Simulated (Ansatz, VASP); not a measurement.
# Si: VASP beside Ansatz

INCAR

```
  ALGO = Normal
  EDIFF = 1E-6
  ENCUT = 520
  GGA = RE
  ISIF = 2
  ISMEAR = -1
  IVDW = 13
  LASPH = T
  LCHARG = F
  LREAL = F
  LWAVE = F
  NBANDS = 11
  NELM = 100
  PREC = Accurate
  SIGMA = 0.05
```

File KPOINTS:

```
k-points
0
Gamma
  8 8 8
```

POSCAR

```
Si
1.0
    0.0000000000      2.7752343705      2.7752343705
    2.7752343705      0.0000000000      2.7752343705
    2.7752343705      2.7752343705      0.0000000000
Si
2
Direct
    0.5000000000      0.5000000000      0.5000000000
    0.7500000000      0.7500000000      0.7500000000
```

Contents of input.yaml:

```yaml
crystal:
  lattice:
    - [0.0, 2.7752343705, 2.7752343705]
    - [2.7752343705, 0.0, 2.7752343705]
    - [2.7752343705, 2.7752343705, 0.0]
  atoms:
    - { symbol: Si, position: [0.5, 0.5, 0.5] }
    - { symbol: Si, position: [0.75, 0.75, 0.75] }
hamiltonian:
  xc: revpbe
  pseudopotentials: { kind: paw }
  dispersion: d4
kpoints:
  mp_grid: { grid: [8, 8, 8] }
scf:
  occupations: { method: fermi_dirac, width: 0.05 }
output:
  forces: true
  stress: true
  eigenvalues: true
```

Alike in both runs: task single point; functional revPBE; dispersion D4; k mesh 8 × 8 × 8; occupations fermi-dirac, width 0.05 eV; no spin polarisation.

|  | VASP | Ansatz |
| --- | --- | --- |
| version | VASP 6.6.1 | Ansatz 0.2.0 |
| potentials or method | VASP PAW PBE potentials, release 64 (Si) | Ansatz PAW |
| plane-wave cutoff (eV) | 520 | 420 |
| valence electrons in the cell | 8 | 8 |

```tsv
	VASP	Ansatz	Ansatz less VASP
gap on the k mesh at the Fermi level (eV)	0.76	0.76	0.000
least direct gap on the mesh (eV)	2.51	2.51	+0.003
pressure (GPa)	-6.8	-6.6	+0.17
dispersion energy (meV/atom)	-548.6	-548.8	-0.15
```

Caveats: the PAW data sets were made with another functional, which shifts forces and pressure a little (VASP); the PAW data sets come from PBE, with cores solved anew for the run's functional, which leaves a small shift of forces and pressure (Ansatz). A hybrid or GW would open this gap; revPBE tends to underestimate it. A k mesh can miss the band edges.
